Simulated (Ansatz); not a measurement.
# What a trial cell of Ir relaxes into

Theory: DFT PBE, scalar-relativistic, plane waves, PAW (Ansatz). Cutoff 420 eV, Γ-centred k mesh, Gaussian smearing, no spin polarisation in the final step.

A relaxed cell is given with its space group left out.

```yaml
crystal:
  lattice:
    - [-3.33464, 3.33464, 3.33464]
    - [3.33464, -3.33464, 3.33464]
    - [3.33464, 3.33464, -3.33464]
  atoms:
    - { symbol: Ir, position: [0.24518, 0.24518, 0.24518] }
    - { symbol: Ir, position: [0.50000, 0.00000, 0.25482] }
    - { symbol: Ir, position: [0.25482, 0.50000, 0.00000] }
    - { symbol: Ir, position: [0.00000, 0.25482, 0.50000] }
    - { symbol: Ir, position: [0.75482, 0.75482, 0.75482] }
    - { symbol: Ir, position: [0.50000, 0.00000, 0.74518] }
    - { symbol: Ir, position: [0.74518, 0.50000, 0.00000] }
    - { symbol: Ir, position: [0.00000, 0.74518, 0.50000] }
```

Energies count from the standard state of Ir at the same level.

Question: What space group does it have?

Answer: Ia-3 (No. 206). Conventional cell: a = 6.669 Å. Around Ir lie 3 Ir at 2.36 Å and 2 Ir at 2.83–2.94 Å.

Question: How far above the standard state of Ir does it lie?

Answer: 0.79 eV/atom.

Question: Is it a metal?

Answer: Yes, bands cross the Fermi level on the 8×8×8 mesh.

The final run used a 8×8×8 mesh on its 8-atom cell and 0.10 eV smearing. For metals, differences of a few meV/atom aren't resolved. Spin–orbit coupling is left out. The cell came from a trial start, so Ir may not exist in this structure.